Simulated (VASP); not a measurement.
# CdS (Fm-3m) in VASP: further runs, part 2 of 3

VASP 6.6.1.

**4. G0W0 quasiparticle levels, PBE**

POSCAR

```
CdS
1.0
    0.0000000000      2.7532440000      2.7532440000
    2.7532440000      0.0000000000      2.7532440000
    2.7532440000      2.7532440000      0.0000000000
Cd S
1 1
Direct
    0.0000000000      0.0000000000      0.0000000000
    0.5000000000      0.5000000000      0.5000000000
```

INCAR.step1

```
SYSTEM = CdS
PREC = Accurate
ENCUT = 450
EDIFF = 1E-8
ISMEAR = 0
SIGMA = 0.01
LREAL = .False.
LASPH = .True.
NELM = 60
ALGO = Normal
LWAVE = .True.
LCHARG = .False.
GGA = PE
```

INCAR.step2

```
SYSTEM = CdS
PREC = Accurate
ENCUT = 450
EDIFF = 1E-8
ISMEAR = 0
SIGMA = 0.01
LREAL = .False.
LASPH = .True.
NELM = 1
ALGO = Exact
LWAVE = .True.
LCHARG = .False.
GGA = PE
NBANDS = 59
LOPTICS = .True.
ISTART = 1
```

INCAR.step3

```
SYSTEM = CdS
PREC = Accurate
ENCUT = 450
EDIFF = 1E-8
ISMEAR = 0
SIGMA = 0.01
LREAL = .False.
LASPH = .True.
ALGO = EVGW0
LWAVE = .False.
LCHARG = .False.
GGA = PE
NELMGW = 1
NBANDS = 59
ENCUTGW = 150
NOMEGA = 48
PRECFOCK = Fast
ISTART = 1
NBANDSGW = 17
```

KPOINTS

```
Automatic mesh
0
Gamma
  5 5 5
  0 0 0
```

Potentials or basis: VASP PAW PBE potentials, release 64 (Cd_GW, S_GW).

On the command line:

```
$ cat potpaw_PBE.64/Cd_GW/POTCAR potpaw_PBE.64/S_GW/POTCAR > POTCAR
$ cp INCAR.step1 INCAR
$ mpirun -np 1 vasp_std > vasp.out
$ cp INCAR.step2 INCAR
$ mpirun -np 1 vasp_std > vasp.out
$ cp INCAR.step3 INCAR
$ mpirun -np 1 vasp_std > vasp.out
```

OUTCAR:

```text
SYSTEM = CdS
   PREC = Accurate
   ENCUT = 450
   EDIFF = 1E-8
   ISMEAR = 0
   LREAL = .False.
   LASPH = .True.
   GGA = PE
   NELMGW = 1
   ENCUTGW = 150
   PRECFOCK = Fast
   ISTART = 1

 Found     10 irreducible k-points:

 Following reciprocal coordinates:
            Coordinates               Weight
  0.000000  0.000000  0.000000      1.000000
  0.200000  0.000000  0.000000      8.000000
  0.400000  0.000000  0.000000      8.000000
  0.200000  0.200000  0.000000      6.000000
  0.400000  0.200000  0.000000     24.000000
 -0.400000  0.200000  0.000000     24.000000
   k-points           NKPTS =     10   k-points in BZ     NKDIM =    125   number of bands    NBANDS=     59
   number of dos      NEDOS =    301   number of ions     NIONS =      2
   total plane-waves  NPLWV =  21952
   dimension x,y,z NGX =    28 NGY =   28 NGZ =   28
   dimension x,y,z NGXF=    56 NGYF=   56 NGZF=   56
   ions per type =               1   1
   NGX,Y,Z   is equivalent  to a cutoff of  11.95, 11.95, 11.95 a.u.
   NGXF,Y,Z  is equivalent  to a cutoff of  23.91, 23.91, 23.91 a.u.
 SYSTEM =  CdS
   PREC   = accura    normal or accurate (medium, high low for compatibility)
   ISTART =      1    job   : 0-new  1-cont  2-samecut
   ICHARG =      0    charge: 1-file 2-atom 10-const
   ISPIN  =      1    spin polarized calculation?
   LNONCOLLINEAR =      F non collinear calculations
   LSORBIT =      F    spin-orbit coupling
   LASPH  =      T    aspherical Exc in radial PAW
   ENCUT  =  450.0 eV  33.07 Ry    5.75 a.u.   6.73  6.73  6.73*2*pi/ulx,y,z
   NELM   =     60;   NELMIN=  2; NELMDL=  0     # of ELM steps
   EDIFF  = 0.1E-07   stopping-criterion for ELM
   LREAL  =      F    real-space projection
   EDIFFG = 0.1E-06   stopping-criterion for IOM
   NSW    =      0    number of steps for IOM
   IBRION =     -1    ionic relax: 0-MD 1-quasi-New 2-CG
   NFREE  =      0    steps in history (QN), initial steepest desc. (CG)
   ISIF   =      0    stress and relaxation
   ISYM   =      3    0-nonsym 1-usesym 2-fastsym
   POTIM  = 0.5000    time-step for ionic-motion
   TEBEG  =    0.0;   TEEND  =   0.0 temperature during run
   PSTRESS=    0.0 pullay stress
   NELECT =      18.0000    total number of electrons
   NUPDOWN=      -1.0000    fix difference up-down
   EMIN   =  10.00;   EMAX   =-10.00  energy-range for DOS
   EFERMI =   0.00;   METHOD = LEGACY
   ISMEAR =     0;   SIGMA  =   0.01  broadening in eV -4-tet -1-fermi 0-gaus
   EFERMI_NEDOS =   21; number of points for ismear=-14 and -15
   IALGO  =     38    algorithm
   IMIX   =      4    mixing-type and parameters
     AMIX     =   0.40;   BMIX     =  1.00
     AMIX_MAG =   1.60;   BMIX_MAG =  1.00
  volume/ion in A,a.u.               =      20.87       140.84
  Fermi-wavevector in a.u.,A,eV,Ry     =   1.236833  2.337275 20.813583  1.529755
  Thomas-Fermi vector in A             =   2.371425
   LORBIT       =      0    0 simple, 1 ext, 2 COOP (PROOUT), +10 PAW based schemes
   GGA     = PE    functional components
   LHFCALC =     T    Hartree Fock is set to
   PRECFOCK=fast      Normal, Fast or Accurate (Low or Medium for compatibility)
   ENCUT4O =  -1.0   cutoff for four orbital integrals eV
   NKREDX  =     1    reduce k-point grid by
   NKREDY  =     1    reduce k-point grid by
   NKREDZ  =     1    reduce k-point grid by
   AEXX    =    1.0000 exact exchange contribution
   HFSCREEN=    0.0000 screening length (either q_TF or 0.3 A-1)
   HFSCREENC=   0.0000 screening length for correlation (either q_TF or 0.3 A-1)
   ENCUTFOCK=  -1.0 apply spherical cutoff to Coloumb kernel
   IVDW    =     0    specifies the selected vdW correction
   LEPSILON=     F    determine dielectric tensor
   LRPA    =     F    only Hartree local field effects (RPA)
   LRPAFORCE           =     F    calculate RPA forces
   ENCUTGW             = 150.0    cutoff for response function in eV
   ENCUTGWSOFT         = 120.0    soft cutoff for Coulomb kernel in GW response function in eV
   ENCUTLF             =  -1.0    cutoff for local field effects
   NELMGW              =     1    number of iterations in solving QP/BSE equation
   NELMHF              =     1    number of iterations in the inner HF iteration
   NKREDLFX            =     1    NKREDLFY  =   1   NKREDLFZ  =   1
 non-spin polarized calculation
 Gauss-broadening in eV      SIGMA  =   0.01
  energy-cutoff  :      450.00
  volume of cell :       41.74
 maximum number of plane-waves:       918
  NGX = 16; NGY = 16; NGZ = 16
   NGX = 13   NGY = 13   NGZ = 13
 maximum number of plane-waves:       183

 QP shifts <psi_nk| G(iteration)W_0 |psi_nk>: iteration 1
 for sc-GW calculations column KS-energies equals QP-energies in previous step
 and V_xc(KS)=  KS-energies - (<T + V_ion + V_H > + <T+V_H+V_ion>^1  + <V_x>^1)

 k-point   1 :       0.0000    0.0000    0.0000
  band No.  KS-energies  QP-energies   sigma(KS)   V_xc(KS)     V^pw_x(r,r')   Z            occupation Imag(sigma)

      1      -8.3387      -8.5226     -12.9903     -12.6978     -20.6686       0.6286       2.0000       1.2369
      2      -3.2738      -4.7614     -17.5482     -15.4229     -23.2195       0.6999       2.0000       0.6235
      3      -3.2738      -4.7614     -17.5482     -15.4229     -23.2195       0.6999       2.0000       0.6235
      4      -3.2738      -4.7614     -17.5482     -15.4229     -23.2195       0.6999       2.0000       0.6235
      5      -3.2738      -4.7614     -17.5482     -15.4229     -23.2195       0.6999       2.0000       0.6235
      6      -3.2738      -4.7614     -17.5482     -15.4229     -23.2195       0.6999       2.0000       0.6235
[... 9 lines left out ...]
     16      15.6119      16.1256      -9.5018     -10.1807      -3.7004       0.7566       0.0000      -0.4417
     17      15.6119      16.1256      -9.5018     -10.1807      -3.7004       0.7566       0.0000      -0.4417

 k-point   2 :       0.2000    0.0000    0.0000
  band No.  KS-energies  QP-energies   sigma(KS)   V_xc(KS)     V^pw_x(r,r')   Z            occupation Imag(sigma)

      1      -8.0223      -8.1917     -13.1398     -12.8746     -20.7408       0.6387       2.0000       1.2067
      2      -3.3761      -4.8263     -17.4395     -15.3647     -23.2024       0.6990       2.0000       0.6527
      3      -3.3761      -4.8263     -17.4395     -15.3647     -23.2024       0.6990       2.0000       0.6527
      4      -3.3122      -4.7991     -17.3981     -15.2719     -23.0010       0.6993       2.0000       0.6035
      5      -3.2085      -4.7089     -17.6041     -15.4610     -23.2346       0.7001       2.0000       0.6079
      6      -3.2085      -4.7089     -17.6041     -15.4610     -23.2346       0.7001       2.0000       0.6079
[... 9 lines left out ...]
     16      15.1095      15.4218      -8.7246      -9.1320      -3.2641       0.7667       0.0000      -0.3356
     17      18.7522      19.0076      -8.3937      -8.7259      -2.7795       0.7688       0.0000      -0.4858

 k-point   3 :       0.4000    0.0000    0.0000
  band No.  KS-energies  QP-energies   sigma(KS)   V_xc(KS)     V^pw_x(r,r')   Z            occupation Imag(sigma)

      1      -7.3865      -7.5147     -13.5312     -13.3329     -20.9993       0.6465       2.0000       1.1283
      2      -3.5334      -4.9427     -17.2270     -15.1954     -23.0256       0.6937       2.0000       0.6579
      3      -3.5334      -4.9427     -17.2270     -15.1954     -23.0256       0.6937       2.0000       0.6579
      4      -3.4568      -4.8740     -16.8604     -14.8241     -22.4211       0.6960       2.0000       0.6183
      5      -3.0996      -4.6110     -17.7388     -15.5844     -23.3686       0.7015       2.0000       0.6065
      6      -3.0996      -4.6110     -17.7388     -15.5844     -23.3686       0.7015       2.0000       0.6065
[... 9 lines left out ...]
     16      16.4317      17.1108      -9.9988     -10.8892      -4.6370       0.7627       0.0000      -0.3694
     17      20.2303      20.8592      -9.8819     -10.7106      -3.7579       0.7589       0.0000      -0.7796

 k-point   4 :       0.2000    0.2000    0.0000
  band No.  KS-energies  QP-energies   sigma(KS)   V_xc(KS)     V^pw_x(r,r')   Z            occupation Imag(sigma)

      1      -7.9591      -8.1336     -13.2210     -12.9481     -20.8069       0.6398       2.0000       1.1923
      2      -3.4227      -4.8220     -17.2115     -15.2009     -22.9873       0.6960       2.0000       0.6636
      3      -3.3252      -4.8174     -17.4298     -15.2931     -23.0345       0.6984       2.0000       0.6008
      4      -3.2375      -4.7144     -17.6423     -15.5386     -23.4074       0.7021       2.0000       0.6581
      5      -3.2049      -4.7069     -17.5750     -15.4306     -23.1850       0.7004       2.0000       0.6020
      6      -3.2049      -4.7069     -17.5750     -15.4306     -23.1850       0.7004       2.0000       0.6020
[... 9 lines left out ...]
     16      17.9568      18.5776      -9.8614     -10.6790      -3.9373       0.7593       0.0000      -0.6174
     17      17.9568      18.5776      -9.8614     -10.6790      -3.9373       0.7593       0.0000      -0.6174

 k-point   5 :       0.4000    0.2000    0.0000
  band No.  KS-energies  QP-energies   sigma(KS)   V_xc(KS)     V^pw_x(r,r')   Z            occupation Imag(sigma)

      1      -7.5255      -7.6954     -13.5979     -13.3343     -21.0941       0.6448       2.0000       1.1251
      2      -3.3776      -4.7720     -17.0043     -15.0053     -22.6649       0.6975       2.0000       0.6411
      3      -3.3575      -4.8108     -17.2806     -15.1981     -22.9169       0.6979       2.0000       0.6168
      4      -3.3534      -4.8027     -17.4438     -15.3717     -23.2077       0.6994       2.0000       0.6524
      5      -3.1040      -4.5815     -17.6348     -15.5267     -23.2826       0.7008       2.0000       0.6149
      6      -3.0837      -4.5964     -17.7528     -15.6001     -23.3886       0.7027       2.0000       0.6085
[... 9 lines left out ...]
     16      17.9825      18.4981      -9.3956     -10.0725      -3.6830       0.7617       0.0000      -0.5174
     17      20.2827      20.8846      -9.6975     -10.4848      -3.6474       0.7645       0.0000      -0.7685

 k-point   6 :      -0.4000    0.2000    0.0000
  band No.  KS-energies  QP-energies   sigma(KS)   V_xc(KS)     V^pw_x(r,r')   Z            occupation Imag(sigma)

      1      -7.2924      -7.4524     -13.7937     -13.5463     -21.2471       0.6465       2.0000       1.0889
      2      -3.4888      -4.8971     -17.2730     -15.2443     -23.0837       0.6943       2.0000       0.6606
      3      -3.4297      -4.8392     -16.9436     -14.9185     -22.5482       0.6960       2.0000       0.6267
      4      -3.3039      -4.7507     -17.2504     -15.1843     -22.8811       0.7002       2.0000       0.6214
      5      -3.0856      -4.6000     -17.7471     -15.5899     -23.3683       0.7021       2.0000       0.6036
      6      -3.0042      -4.4574     -17.6778     -15.6144     -23.3625       0.7043       2.0000       0.6275
[... 9 lines left out ...]
     16      17.9172      18.4120      -9.3620     -10.0063      -3.6661       0.7681       0.0000      -0.5518
     17      19.7166      20.2350      -9.7541     -10.4403      -3.7128       0.7555       0.0000      -0.6881

 [... further k-points ...]
```

Run time: 2.6 min. Hardware: 1 thread of Intel Xeon Platinum 8488C (Sapphire Rapids), shared host; peak memory 0.35 GiB.

The run converged, but some of its settings lie outside the range that counts as converged, so its numbers aren't taken as properties of the crystal.

What came out:

* Band gap on the k mesh, mean-field level: 0.75 eV, indirect (least direct gap 1.54 eV)
* Quasiparticle gap: 1.39 eV
* Least direct quasiparticle gap: 2.15 eV

Caveat: bands, screening cutoff and mesh are small and nothing is extrapolated, so the quasiparticle values aren't converged; an odd mesh through Γ misses points on the zone boundary, where band edges often lie.

**5. G0W0 quasiparticle levels, PBE**

POSCAR is that of step 4.

INCAR.step1

```
SYSTEM = CdS
  PREC = Accurate
  ENCUT = 450
  EDIFF = 1E-8
  ISMEAR = 0
  SIGMA = 0.01
  LREAL = .FALSE.
  LASPH = .TRUE.
  NELM = 80
  ALGO = Fast
  LWAVE = .TRUE.
  LCHARG = .FALSE.
  GGA = PE
```

INCAR.step2

```
SYSTEM = CdS
  PREC = Accurate
  ENCUT = 450
  EDIFF = 1E-8
  ISMEAR = 0
  SIGMA = 0.01
  LREAL = .FALSE.
  LASPH = .TRUE.
  NELM = 1
  ALGO = Exact
  LWAVE = .TRUE.
  LCHARG = .FALSE.
  GGA = PE
  NBANDS = 175
  LOPTICS = .TRUE.
  ISTART = 1
```

INCAR.step3

```
SYSTEM = CdS
  PREC = Accurate
  ENCUT = 450
  EDIFF = 1E-8
  ISMEAR = 0
  SIGMA = 0.01
  LREAL = .FALSE.
  LASPH = .TRUE.
  ALGO = EVGW0
  LWAVE = .FALSE.
  LCHARG = .FALSE.
  GGA = PE
  NELMGW = 1
  NBANDS = 175
  ENCUTGW = 200
  NOMEGA = 48
  PRECFOCK = Fast
  ISTART = 1
  NBANDSGW = 17
```

KPOINTS

```
regular mesh
0
G
  4 4 4
  0 0 0
```

Potentials or basis: VASP PAW PBE potentials, release 64 (Cd_GW, S_GW).

On the command line:

```
$ cat potpaw_PBE.64/Cd_GW/POTCAR potpaw_PBE.64/S_GW/POTCAR > POTCAR
$ cp INCAR.step1 INCAR
$ mpirun -np 1 vasp_std > vasp.out
$ cp INCAR.step2 INCAR
$ mpirun -np 1 vasp_std > vasp.out
$ cp INCAR.step3 INCAR
$ mpirun -np 1 vasp_std > vasp.out
```

OUTCAR:

```text
SYSTEM = CdS
   PREC = Accurate
   ENCUT = 450
   EDIFF = 1E-8
   ISMEAR = 0
   LREAL = .FALSE.
   LASPH = .TRUE.
   GGA = PE
   NELMGW = 1
   ENCUTGW = 200
   PRECFOCK = Fast
   ISTART = 1

 Found      8 irreducible k-points:

 Following reciprocal coordinates:
            Coordinates               Weight
  0.000000  0.000000  0.000000      1.000000
  0.250000  0.000000  0.000000      8.000000
  0.500000  0.000000  0.000000      4.000000
  0.250000  0.250000  0.000000      6.000000
  0.500000  0.250000  0.000000     24.000000
 -0.250000  0.250000  0.000000     12.000000
   k-points           NKPTS =      8   k-points in BZ     NKDIM =     64   number of bands    NBANDS=    175
   number of dos      NEDOS =    301   number of ions     NIONS =      2
   total plane-waves  NPLWV =  21952
   dimension x,y,z NGX =    28 NGY =   28 NGZ =   28
   dimension x,y,z NGXF=    56 NGYF=   56 NGZF=   56
   ions per type =               1   1
   NGX,Y,Z   is equivalent  to a cutoff of  11.95, 11.95, 11.95 a.u.
[... 33 lines left out ...]
  Fermi-wavevector in a.u.,A,eV,Ry     =   1.236833  2.337275 20.813583  1.529755
  Thomas-Fermi vector in A             =   2.371425
   LORBIT       =      0    0 simple, 1 ext, 2 COOP (PROOUT), +10 PAW based schemes
   GGA     = PE    functional components
   LHFCALC =     T    Hartree Fock is set to
   PRECFOCK=fast      Normal, Fast or Accurate (Low or Medium for compatibility)
   ENCUT4O =  -1.0   cutoff for four orbital integrals eV
   NKREDX  =     1    reduce k-point grid by
   NKREDY  =     1    reduce k-point grid by
   NKREDZ  =     1    reduce k-point grid by
   AEXX    =    1.0000 exact exchange contribution
   HFSCREEN=    0.0000 screening length (either q_TF or 0.3 A-1)
   HFSCREENC=   0.0000 screening length for correlation (either q_TF or 0.3 A-1)
   ENCUTFOCK=  -1.0 apply spherical cutoff to Coloumb kernel
   IVDW    =     0    specifies the selected vdW correction
   LEPSILON=     F    determine dielectric tensor
   LRPA    =     F    only Hartree local field effects (RPA)
   LRPAFORCE           =     F    calculate RPA forces
   ENCUTGW             = 200.0    cutoff for response function in eV
   ENCUTGWSOFT         = 160.0    soft cutoff for Coulomb kernel in GW response function in eV
   ENCUTLF             =  -1.0    cutoff for local field effects
   NELMGW              =     1    number of iterations in solving QP/BSE equation
   NELMHF              =     1    number of iterations in the inner HF iteration
   NKREDLFX            =     1    NKREDLFY  =   1   NKREDLFZ  =   1
 non-spin polarized calculation
 Gauss-broadening in eV      SIGMA  =   0.01
  energy-cutoff  :      450.00
  volume of cell :       41.74
 maximum number of plane-waves:       934
 NGX is ok and might be reduce to    28
  NGX = 16; NGY = 16; NGZ = 16
   NGX = 13   NGY = 13   NGZ = 13
 maximum number of plane-waves:       290

 QP shifts <psi_nk| G(iteration)W_0 |psi_nk>: iteration 1
 for sc-GW calculations column KS-energies equals QP-energies in previous step
 and V_xc(KS)=  KS-energies - (<T + V_ion + V_H > + <T+V_H+V_ion>^1  + <V_x>^1)

 k-point   1 :       0.0000    0.0000    0.0000
  band No.  KS-energies  QP-energies   sigma(KS)   V_xc(KS)     V^pw_x(r,r')   Z            occupation Imag(sigma)

      1      -8.3091      -8.7664     -13.4140     -12.6924     -20.6591       0.6338       2.0000       1.1079
      2      -3.2906      -5.3621     -18.2996     -15.3694     -23.1284       0.7070       2.0000       0.1886
      3      -3.2906      -5.3621     -18.2996     -15.3694     -23.1284       0.7070       2.0000       0.1886
      4      -3.2906      -5.3621     -18.2996     -15.3694     -23.1284       0.7070       2.0000       0.1886
      5      -3.2879      -5.3708     -18.4295     -15.5026     -23.3778       0.7117       2.0000       0.2397
      6      -3.2879      -5.3708     -18.4295     -15.5026     -23.3778       0.7117       2.0000       0.2397
[... 102 lines left out ...]
      4      -3.3097      -5.3561     -18.1345     -15.2409     -22.9647       0.7072       2.0000       0.2013
      5      -3.1526      -5.2465     -18.4786     -15.5252     -23.2988       0.7090       2.0000       0.1875
      6      -3.0254      -5.0961     -18.5408     -15.6342     -23.4131       0.7124       2.0000       0.2171
[... 9 lines left out ...]
     16      18.5061      18.6127      -9.8150      -9.9536      -3.3398       0.7689       0.0000      -0.6475
     17      19.5553      19.7492     -10.2300     -10.4846      -3.7591       0.7614       0.0000      -0.6453

 [... further k-points ...]
```

OUTCAR.step1:

```text
SYSTEM = CdS
   PREC = Accurate
   ENCUT = 450
   EDIFF = 1E-8
   ISMEAR = 0
   LREAL = .FALSE.
   LASPH = .TRUE.
[... 208 lines left out ...]
      0.00000      0.00000      0.00000         0.000000     -0.000000      0.000000
      2.75324      2.75324      2.75324        -0.000000      0.000000     -0.000000
 -----------------------------------------------------------------------------------
    total drift:                                0.000000      0.000000      0.000000

  FREE ENERGIE OF THE ION-ELECTRON SYSTEM (eV)
  ---------------------------------------------------
  free  energy   TOTEN  =        -5.8361803396 eV

  energy  without entropy=       -5.8361803396  energy(sigma->0) =       -5.83618034
```

It took 2.2 min on 1 thread of Intel Xeon 6975P-C (Granite Rapids), shared host; peak memory 0.47 GiB.

These settings aren't checked as converged: the numbers below hold their error.

Results:

| Item | Value |
| --- | --- |
| Band gap on the k mesh, mean-field level | 0.21 eV, indirect (least direct gap 1.52 eV) |
| Quasiparticle gap | 0.81 eV |
| Least direct quasiparticle gap | 2.09 eV |

Caveat: the k mesh is coarse (spacing up to 0.49 Å⁻¹), so the values aren't converged; bands, screening cutoff and mesh are small and nothing is extrapolated, so the quasiparticle values aren't converged.

(Part 2 of 3 ends here.)
